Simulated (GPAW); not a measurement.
# InP (F-43m) in GPAW: a series of runs

One crystal, InP, is run at these levels: PBE; tasks: single point.

Everything below comes from runs of GPAW 26.7.0. Logs are shortened: lines on timing, memory, paths and dates and some standing lists are left out, and cuts for length are marked. The log counts tension as positive stress, the text compression.

**Experimental background.**

A printed reference work, data compilation reports, for a bulk crystal of InP at 1.6 K: band gap 1.4236 eV (direct).

How close the calculation comes is told below.

## (1) The crystal as given

It takes space group F-43m (No. 216, cubic). The conventional cell has a = 5.861 Å, b = 5.861 Å, c = 5.861 Å, α = 90.00°, β = 90.00°, γ = 90.00°. Around In (site symmetry -43m) lie 4 P at 2.54 Å. P (site symmetry -43m) is surrounded by 4 In at 2.54 Å.

## (2) Single point, PBE

run.py reads:

```python
from ase import Atoms
from ase.dft.bandgap import bandgap
from ase.io import write
from ase.units import GPa
from gpaw import GPAW, PW

atoms = Atoms(['In', 'P'],
              cell=[[0.0, 2.9305, 2.9305],
                    [2.9305, 0.0, 2.9305],
                    [2.9305, 2.9305, 0.0]],
              scaled_positions=[[0.0, 0.0, 0.0],
                                [0.75, 0.75, 0.75]],
              pbc=True)

calc = GPAW(mode=PW(600),
            xc='PBE',
            kpts={'size': (8, 8, 8), 'gamma': True},
            occupations={'name': 'methfessel-paxton', 'order': 0, 'width': 0.024},
            nbands=18,
            convergence={'density': 1e-05, 'energy': 1e-05},
            maxiter=150,
            txt='gpaw.txt')
atoms.calc = calc
energy = atoms.get_potential_energy()
forces = atoms.get_forces()
stress = atoms.get_stress()
calc.write('gs.gpw')
write('result.traj', atoms)
print(f'Energy: {energy:.6f} eV')
print('Forces (eV/A):')
print(forces.round(4))
print('Stress (GPa):', (stress / GPa).round(3))
print('Fermi level:', round(calc.get_fermi_level(), 4), 'eV')
print(f'Gap: {bandgap(calc)[0]:.4f} eV, direct: {bandgap(calc, direct=True)[0]:.4f} eV')
```

Potentials or basis: GPAW PAW data sets (gpaw-data 1.2.1), pw.

Started as:

```sh
$ OMP_NUM_THREADS=1 python run.py
```

gpaw.txt:

```text
__  _  _
 | _ |_)|_||  |
 |__||  | ||/\| - 26.7.0

Input parameters:
  mode=PW(ecut=600.0),
  convergence={'density': 1e-05, 'energy': 1e-05},
  kpts=MonkhorstPack(size=(8, 8, 8), gamma=True),
  maxiter=150,
  nbands=18,
  occupations=Occupations(name='methfessel-paxton', order=0, width=0.024),
  xc=XC(name='PBE')

Diagonalizing LCAO Hamiltonian
Converting LCAO to pw mode

                     P

       In

Atoms  # Å, Bohr magnetons
|   | symbol |        x |        y |        z |    initial magnetic moments |
|---|--------|----------|----------|----------|-----------------------------|
| 0 |     In | 0.000000 | 0.000000 | 0.000000 | ( 0.0000,  0.0000,  0.0000) |
| 1 |      P | 4.395750 | 4.395750 | 4.395750 | ( 0.0000,  0.0000,  0.0000) |

Unit cell  # Å
| periodic |        x |        y |        z |  lengths |    angles |
|----------|----------|----------|----------|----------|-----------|
|      yes | 0.000000 | 2.930500 | 2.930500 | 4.144353 | 60.000000 |
|      yes | 2.930500 | 0.000000 | 2.930500 | 4.144353 | 60.000000 |
|      yes | 2.930500 | 2.930500 | 0.000000 | 4.144353 | 60.000000 |

Number of symmetries: 24
Symmetry operations  # r_c * U_cc + t_c -> r_c
|    | kind |            matrix            |
|----|------|------------------------------|
|  0 |  E   |  1, 0, 0,  0, 1, 0,  0, 0, 1 |
|  1 |  σ   |  1, 0, 0,  0, 0, 1,  0, 1, 0 |
|  2 |  σ   |  1, 0,-1,  0, 1,-1,  0, 0,-1 |
|  3 |  C3  |  1, 0,-1,  0, 0,-1,  0, 1,-1 |
|  4 |  C3  |  1,-1, 0,  0,-1, 1,  0,-1, 0 |
|  5 |  σ   |  1,-1, 0,  0,-1, 0,  0,-1, 1 |
|  6 |  σ   |  0, 1, 0,  1, 0, 0,  0, 0, 1 |
|  7 |  C3  |  0, 1, 0,  0, 0, 1,  1, 0, 0 |
|  8 |  C2  |  0, 1,-1,  1, 0,-1,  0, 0,-1 |
|  9 |  S4  |  0, 1,-1,  0, 0,-1,  1, 0,-1 |
| 10 |  C3  |  0, 0, 1,  1, 0, 0,  0, 1, 0 |
| 11 |  σ   |  0, 0, 1,  0, 1, 0,  1, 0, 0 |
| 12 |  S4  |  0, 0,-1,  1, 0,-1,  0, 1,-1 |
| 13 |  C3  |  0, 0,-1,  0, 1,-1,  1, 0,-1 |
| 14 |  S4  |  0,-1, 1,  1,-1, 0,  0,-1, 0 |
| 15 |  C2  |  0,-1, 1,  0,-1, 0,  1,-1, 0 |
| 16 |  C3  |  0,-1, 0,  1,-1, 0,  0,-1, 1 |
| 17 |  S4  |  0,-1, 0,  0,-1, 1,  1,-1, 0 |
| 18 |  S4  | -1, 1, 0, -1, 0, 1, -1, 0, 0 |
| 19 |  C3  | -1, 1, 0, -1, 0, 0, -1, 0, 1 |
| 20 |  C3  | -1, 0, 1, -1, 1, 0, -1, 0, 0 |
| 21 |  S4  | -1, 0, 1, -1, 0, 0, -1, 1, 0 |
| 22 |  σ   | -1, 0, 0, -1, 1, 0, -1, 0, 1 |
| 23 |  C2  | -1, 0, 0, -1, 0, 1, -1, 1, 0 |

BZ-sampling:
  Number of BZ points: 512
  Number of IBZ points: 29

  Monkhorst-Pack size: [8, 8, 8]
  Monkhorst-Pack shift: [0.0625, 0.0625, 0.0625]

K-points  # in reciprocal-cell coordinates
|     |                                coordinates |     weight |
|-----|--------------------------------------------|------------|
|   0 | (  0.00000000,   0.00000000,   0.00000000) | 0.00195312 |
|   1 | (  0.12500000,   0.12500000,   0.00000000) | 0.01171875 |
|   2 | (  0.12500000,   0.12500000,   0.12500000) | 0.01562500 |
|   3 | (  0.25000000,   0.12500000,   0.12500000) | 0.02343750 |
|   4 | (  0.25000000,   0.25000000,   0.00000000) | 0.01171875 |
|   5 | (  0.25000000,   0.25000000,   0.12500000) | 0.04687500 |
|   6 | (  0.25000000,   0.25000000,   0.25000000) | 0.01562500 |
|   7 | (  0.37500000,   0.25000000,  -0.37500000) | 0.04687500 |
|   8 | (  0.37500000,   0.25000000,   0.12500000) | 0.04687500 |
|   9 | (  0.37500000,   0.25000000,   0.25000000) | 0.04687500 |
| ... |                                            |            |
|  28 | (  0.50000000,   0.50000000,   0.50000000) | 0.00781250 |

Plane wave coefficients: 1700
Cutoff: 600.0 eV

Spin-components: 1 (collinear spins)
Bands:           18
Projectors:      11
Spin-degeneracy: 2
Datatype:        complex128

Parallelization:
  kpt:    1
  domain: 1
  band:   1

Density:
  Valence electrons: 18.0
  Components: 1
  Grid points: [24 24 24]
  Charge: 0.0  # |e|

Potential:
  Grid points: [24 24 24]

species:
  In:
    name:    Indium
    Z:       49.0
    valence: 13
    core:    36
    charge:  0.0  # [|e|]
    compensation charges:
      type: gauss
      rc: 0.36  # [Å]
      lmax: 2
    cutoffs:
      filter: 2.09  # [Å]
      core: 2.48  # [Å]
    projectors
    | kind |    occ | energy [eV] | rcut [Å] |
    |------|--------|-------------|----------|
    |   5s |  2.000 |      -8.203 |    1.185 |
    |   5p |  1.000 |      -2.521 |    1.244 |
    |   4d | 10.000 |     -18.629 |    1.148 |
    |    s |        |      19.008 |    1.185 |
    |    p |        |      24.691 |    1.244 |
    |    d |        |       8.583 |    1.148 |

    Using partial waves for In as LCAO basis

  P:
    name:    Phosphorus
    Z:       15.0
    valence: 5
    core:    10
    charge:  0.0  # [|e|]
    compensation charges:
      type: gauss
      rc: 0.30  # [Å]
      lmax: 2
    cutoffs:
      filter: 1.69  # [Å]
      core: 1.81  # [Å]
    projectors
    | kind |    occ | energy [eV] | rcut [Å] |
    |------|--------|-------------|----------|
    |   3s |  2.000 |     -13.968 |    0.953 |
    |   3p |  3.000 |      -5.506 |    0.953 |
    |    s |        |      13.244 |    0.953 |
    |    p |        |      21.705 |    0.953 |
    |    d |        |       0.000 |    0.953 |

    Using partial waves for P as LCAO basis

Reference energy: -169278.333319  # eV

eigensolver:
  PPCG
  Converge bands: occupied
  niter=2

density mixing:
  MSR1-Mixer
  Pratt-step length: 0.05
  Maximum mixing coefficient: 0.75
  Old densities: 10
  SVD Regularization: 0.005
  Good broyden scale: 1.0
  Trust region scale: 1.0
  Backstep threshold: 4.0
  History deletion threshold: 6.0
  Fourier metric: weight=20.0, sigma=0.015

occupation numbers:
  Methfessel-Paxton:
    width: 0.0240  # eV
    order: 0

poisson solver:
  ecut: 4800.0  # eV

xc functional:
  name: PBE with 2 nearest neighbor stencil

convergence criteria:
- Maximum integral of absolute [dens]ity change: 1e-05 electrons / valence electron
- Maximum [total energy] change in last 3 cyles: 1e-05 eV / valence electron
- Maximum integral of absolute [eigenst]ate change: 4e-08 eV^2 / valence electron
maximum number of iterations: 150

SCF iterations
|iter     | |      energy | eigst |  dens |
|---------|-|-------------|-------|-------|
|iter:   1| |   -8.967221 | -0.28 |       |
|iter:   2| |   -8.891188 | -2.21 | -1.11 |
|iter:   3| |   -8.612393 | -1.76 | -1.16 |
|iter:   4| |   -8.612338 | -3.19 | -1.74 |
|iter:   5| |   -8.612448c| -3.94 | -2.24 |
|iter:   6| |   -8.612495c| -5.37 | -3.03 |
|iter:   7| |   -8.612500c| -6.47 | -3.53 |
|iter:   8| |   -8.612500c| -7.93c| -4.58 |
|iter:   9| |   -8.612500c| -8.29c| -5.33c|

Converged in 9 steps
Energy contributions relative to reference atoms: (reference = -169278.333319)

Energy contributions:
  Kinetic:          22.519718
  Coulomb:         -20.607864
  Zero:              0.128393
  External:          0.000000
  Xc:              -10.652746
  Entropy:          -0.000000
  Spinorbit:         0.000000
  ----------------------------
  Free energy:      -8.612500
  Extrapolated:     -8.612500

dipole moment: (-16.908367, -16.908367, -16.908367)  # |e|*Ang

Fermi level: 5.012
Eigenvalues  # (at kpt = [0.000, 0.000, 0.000])
| band index |      eig [eV] | occ [0-2] |
|------------|---------------|-----------|
|          0 |        -9.182 |     2.000 |
|          1 |        -9.182 |     2.000 |
|          2 |        -9.182 |     2.000 |
|          3 |        -9.028 |     2.000 |
|          4 |        -9.028 |     2.000 |
|          5 |        -6.605 |     2.000 |
[... 10 lines left out ...]
|         16 |        16.132 |     0.000 |
|         17 |        16.132 |     0.000 |

Gap: 0.711 eV
Transition (v -> c):
  (s=0, k=0, n=8, [0.00, 0.00, 0.00]) -> (s=0, k=0, n=9, [0.00, 0.00, 0.00])
No difference between direct/indirect transitions

Forces  # eV/Ang
|       x |       y |       z |
|---------|---------|---------|
| 0.00000 | 0.00000 | 0.00000 |  # In   0
| 0.00000 | 0.00000 | 0.00000 |  # P    1

Stress tensor  # eV/Ang^3
|         x |         y |         z |
|-----------|-----------|-----------|
| -0.019000 | -0.000000 |  0.000000 |
| -0.000000 | -0.019000 |  0.000000 |
|  0.000000 |  0.000000 | -0.019000 |

# Writing to gs.gpw (mode='')
```

Wall time 16 s (1 thread of Arm Neoverse V1, shared host); peak memory 0.16 GiB.

Results:

```
Free energy            : -8.6125 eV
Pressure               : 3.0 GPa
Band gap on the k mesh : 0.71 eV, direct
```

Caveat: spin-orbit coupling is left out, which moves the levels of the heavy elements.

## (3) Single point, PBE

run.py reads:

```python
from ase.dft.bandgap import bandgap
from ase.io import read, write
from ase.units import GPa
from gpaw import GPAW, PW

atoms = read('POSCAR')

calc = GPAW(mode=PW(600),
            xc='PBE',
            kpts={'size': (8, 8, 8), 'gamma': True},
            occupations={'name': 'methfessel-paxton', 'order': 0, 'width': 0.025},
            nbands=18,
            convergence={'density': 1e-05, 'energy': 1e-05},
            maxiter=150,
            txt='gpaw.txt')
atoms.calc = calc
energy = atoms.get_potential_energy()
forces = atoms.get_forces()
stress = atoms.get_stress()
calc.write('gs.gpw')
write('result.traj', atoms)
print(f'Energy: {energy:.6f} eV')
print('Forces (eV/A):')
print(forces.round(4))
print('Stress (GPa):', (stress / GPa).round(3))
print('Fermi level:', round(calc.get_fermi_level(), 4), 'eV')
print(f'Gap: {bandgap(calc)[0]:.4f} eV, direct: {bandgap(calc, direct=True)[0]:.4f} eV')
```

POSCAR reads:

```
InP
1.0
    0.0000000000      2.9305000000      2.9305000000
    2.9305000000      0.0000000000      2.9305000000
    2.9305000000      2.9305000000      0.0000000000
In P
1 1
Direct
    0.0000000000      0.0000000000      0.0000000000
    0.7500000000      0.7500000000      0.7500000000
```

Potentials or basis: GPAW PAW data sets (gpaw-data 1.2.1), pw.

Started as:

```sh
$ OMP_NUM_THREADS=1 python run.py
```

gpaw.txt:

```text
__  _  _
 | _ |_)|_||  |
 |__||  | ||/\| - 26.7.0

Input parameters:
  mode=PW(ecut=600.0),
  convergence={'density': 1e-05, 'energy': 1e-05},
  kpts=MonkhorstPack(size=(8, 8, 8), gamma=True),
  maxiter=150,
  nbands=18,
  occupations=Occupations(name='methfessel-paxton', order=0, width=0.025),
  xc=XC(name='PBE')

Diagonalizing LCAO Hamiltonian
Converting LCAO to pw mode

                     P

       In

Atoms  # Å, Bohr magnetons
|   | symbol |        x |        y |        z |    initial magnetic moments |
|---|--------|----------|----------|----------|-----------------------------|
| 0 |     In | 0.000000 | 0.000000 | 0.000000 | ( 0.0000,  0.0000,  0.0000) |
| 1 |      P | 4.395750 | 4.395750 | 4.395750 | ( 0.0000,  0.0000,  0.0000) |

Unit cell  # Å
| periodic |        x |        y |        z |  lengths |    angles |
|----------|----------|----------|----------|----------|-----------|
|      yes | 0.000000 | 2.930500 | 2.930500 | 4.144353 | 60.000000 |
|      yes | 2.930500 | 0.000000 | 2.930500 | 4.144353 | 60.000000 |
|      yes | 2.930500 | 2.930500 | 0.000000 | 4.144353 | 60.000000 |

Number of symmetries: 24
Symmetry operations  # r_c * U_cc + t_c -> r_c
|    | kind |            matrix            |
|----|------|------------------------------|
|  0 |  E   |  1, 0, 0,  0, 1, 0,  0, 0, 1 |
|  1 |  σ   |  1, 0, 0,  0, 0, 1,  0, 1, 0 |
|  2 |  σ   |  1, 0,-1,  0, 1,-1,  0, 0,-1 |
|  3 |  C3  |  1, 0,-1,  0, 0,-1,  0, 1,-1 |
|  4 |  C3  |  1,-1, 0,  0,-1, 1,  0,-1, 0 |
|  5 |  σ   |  1,-1, 0,  0,-1, 0,  0,-1, 1 |
|  6 |  σ   |  0, 1, 0,  1, 0, 0,  0, 0, 1 |
|  7 |  C3  |  0, 1, 0,  0, 0, 1,  1, 0, 0 |
|  8 |  C2  |  0, 1,-1,  1, 0,-1,  0, 0,-1 |
|  9 |  S4  |  0, 1,-1,  0, 0,-1,  1, 0,-1 |
| 10 |  C3  |  0, 0, 1,  1, 0, 0,  0, 1, 0 |
| 11 |  σ   |  0, 0, 1,  0, 1, 0,  1, 0, 0 |
| 12 |  S4  |  0, 0,-1,  1, 0,-1,  0, 1,-1 |
| 13 |  C3  |  0, 0,-1,  0, 1,-1,  1, 0,-1 |
| 14 |  S4  |  0,-1, 1,  1,-1, 0,  0,-1, 0 |
| 15 |  C2  |  0,-1, 1,  0,-1, 0,  1,-1, 0 |
| 16 |  C3  |  0,-1, 0,  1,-1, 0,  0,-1, 1 |
| 17 |  S4  |  0,-1, 0,  0,-1, 1,  1,-1, 0 |
| 18 |  S4  | -1, 1, 0, -1, 0, 1, -1, 0, 0 |
| 19 |  C3  | -1, 1, 0, -1, 0, 0, -1, 0, 1 |
| 20 |  C3  | -1, 0, 1, -1, 1, 0, -1, 0, 0 |
| 21 |  S4  | -1, 0, 1, -1, 0, 0, -1, 1, 0 |
| 22 |  σ   | -1, 0, 0, -1, 1, 0, -1, 0, 1 |
| 23 |  C2  | -1, 0, 0, -1, 0, 1, -1, 1, 0 |

BZ-sampling:
  Number of BZ points: 512
  Number of IBZ points: 29

  Monkhorst-Pack size: [8, 8, 8]
  Monkhorst-Pack shift: [0.0625, 0.0625, 0.0625]

K-points  # in reciprocal-cell coordinates
|     |                                coordinates |     weight |
|-----|--------------------------------------------|------------|
|   0 | (  0.00000000,   0.00000000,   0.00000000) | 0.00195312 |
|   1 | (  0.12500000,   0.12500000,   0.00000000) | 0.01171875 |
|   2 | (  0.12500000,   0.12500000,   0.12500000) | 0.01562500 |
|   3 | (  0.25000000,   0.12500000,   0.12500000) | 0.02343750 |
|   4 | (  0.25000000,   0.25000000,   0.00000000) | 0.01171875 |
|   5 | (  0.25000000,   0.25000000,   0.12500000) | 0.04687500 |
|   6 | (  0.25000000,   0.25000000,   0.25000000) | 0.01562500 |
|   7 | (  0.37500000,   0.25000000,  -0.37500000) | 0.04687500 |
|   8 | (  0.37500000,   0.25000000,   0.12500000) | 0.04687500 |
|   9 | (  0.37500000,   0.25000000,   0.25000000) | 0.04687500 |
| ... |                                            |            |
|  28 | (  0.50000000,   0.50000000,   0.50000000) | 0.00781250 |

Plane wave coefficients: 1700
Cutoff: 600.0 eV

Spin-components: 1 (collinear spins)
Bands:           18
Projectors:      11
Spin-degeneracy: 2
Datatype:        complex128

Parallelization:
  kpt:    1
  domain: 1
  band:   1

Density:
  Valence electrons: 18.0
  Components: 1
  Grid points: [24 24 24]
  Charge: 0.0  # |e|

Potential:
  Grid points: [24 24 24]

species:
  In:
    name:    Indium
    Z:       49.0
    valence: 13
    core:    36
    charge:  0.0  # [|e|]
    compensation charges:
      type: gauss
      rc: 0.36  # [Å]
      lmax: 2
    cutoffs:
      filter: 2.09  # [Å]
      core: 2.48  # [Å]
    projectors
    | kind |    occ | energy [eV] | rcut [Å] |
    |------|--------|-------------|----------|
    |   5s |  2.000 |      -8.203 |    1.185 |
    |   5p |  1.000 |      -2.521 |    1.244 |
    |   4d | 10.000 |     -18.629 |    1.148 |
    |    s |        |      19.008 |    1.185 |
    |    p |        |      24.691 |    1.244 |
    |    d |        |       8.583 |    1.148 |

    Using partial waves for In as LCAO basis

  P:
    name:    Phosphorus
    Z:       15.0
    valence: 5
    core:    10
    charge:  0.0  # [|e|]
    compensation charges:
      type: gauss
      rc: 0.30  # [Å]
      lmax: 2
    cutoffs:
      filter: 1.69  # [Å]
      core: 1.81  # [Å]
    projectors
    | kind |    occ | energy [eV] | rcut [Å] |
    |------|--------|-------------|----------|
    |   3s |  2.000 |     -13.968 |    0.953 |
    |   3p |  3.000 |      -5.506 |    0.953 |
    |    s |        |      13.244 |    0.953 |
    |    p |        |      21.705 |    0.953 |
    |    d |        |       0.000 |    0.953 |

    Using partial waves for P as LCAO basis

Reference energy: -169278.333319  # eV

eigensolver:
  PPCG
  Converge bands: occupied
  niter=2

density mixing:
  MSR1-Mixer
  Pratt-step length: 0.05
  Maximum mixing coefficient: 0.75
  Old densities: 10
  SVD Regularization: 0.005
  Good broyden scale: 1.0
  Trust region scale: 1.0
  Backstep threshold: 4.0
  History deletion threshold: 6.0
  Fourier metric: weight=20.0, sigma=0.015

occupation numbers:
  Methfessel-Paxton:
    width: 0.0250  # eV
    order: 0

poisson solver:
  ecut: 4800.0  # eV

xc functional:
  name: PBE with 2 nearest neighbor stencil

convergence criteria:
- Maximum integral of absolute [dens]ity change: 1e-05 electrons / valence electron
- Maximum [total energy] change in last 3 cyles: 1e-05 eV / valence electron
- Maximum integral of absolute [eigenst]ate change: 4e-08 eV^2 / valence electron
maximum number of iterations: 150

SCF iterations
|iter     | |      energy | eigst |  dens |
|---------|-|-------------|-------|-------|
|iter:   1| |   -8.967221 | -0.28 |       |
|iter:   2| |   -8.891188 | -2.21 | -1.11 |
|iter:   3| |   -8.612393 | -1.76 | -1.16 |
|iter:   4| |   -8.612338 | -3.19 | -1.74 |
|iter:   5| |   -8.612448c| -3.94 | -2.24 |
|iter:   6| |   -8.612495c| -5.37 | -3.03 |
|iter:   7| |   -8.612500c| -6.47 | -3.53 |
|iter:   8| |   -8.612500c| -7.93c| -4.58 |
|iter:   9| |   -8.612500c| -8.29c| -5.33c|

Converged in 9 steps
Energy contributions relative to reference atoms: (reference = -169278.333319)

Energy contributions:
  Kinetic:          22.519718
  Coulomb:         -20.607864
  Zero:              0.128393
  External:          0.000000
  Xc:              -10.652746
  Entropy:          -0.000000
  Spinorbit:         0.000000
  ----------------------------
  Free energy:      -8.612500
  Extrapolated:     -8.612500

dipole moment: (-16.908367, -16.908367, -16.908367)  # |e|*Ang

Fermi level: 5.017
Eigenvalues  # (at kpt = [0.000, 0.000, 0.000])
| band index |      eig [eV] | occ [0-2] |
|------------|---------------|-----------|
|          0 |        -9.182 |     2.000 |
|          1 |        -9.182 |     2.000 |
|          2 |        -9.182 |     2.000 |
|          3 |        -9.028 |     2.000 |
|          4 |        -9.028 |     2.000 |
|          5 |        -6.605 |     2.000 |
[... 10 lines left out ...]
|         16 |        16.132 |     0.000 |
|         17 |        16.132 |     0.000 |

Gap: 0.711 eV
Transition (v -> c):
  (s=0, k=0, n=8, [0.00, 0.00, 0.00]) -> (s=0, k=0, n=9, [0.00, 0.00, 0.00])
No difference between direct/indirect transitions

Forces  # eV/Ang
|        x |       y |       z |
|----------|---------|---------|
|  0.00000 | 0.00000 | 0.00000 |  # In   0
| -0.00000 | 0.00000 | 0.00000 |  # P    1

Stress tensor  # eV/Ang^3
|         x |         y |         z |
|-----------|-----------|-----------|
| -0.019000 | -0.000000 |  0.000000 |
| -0.000000 | -0.019000 |  0.000000 |
|  0.000000 |  0.000000 | -0.019000 |

# Writing to gs.gpw (mode='')
```

It took 16 s on 1 thread of Arm Neoverse V1, shared host; peak memory 0.16 GiB.

Results:

```yaml
Free_energy: -8.6125 eV
Pressure: 3.0 GPa
Band_gap_on_the_k_mesh: 0.71 eV, direct
```

Caveat: spin-orbit coupling is left out, which moves the levels of the heavy elements.

(Part 1 of 2 ends here.)
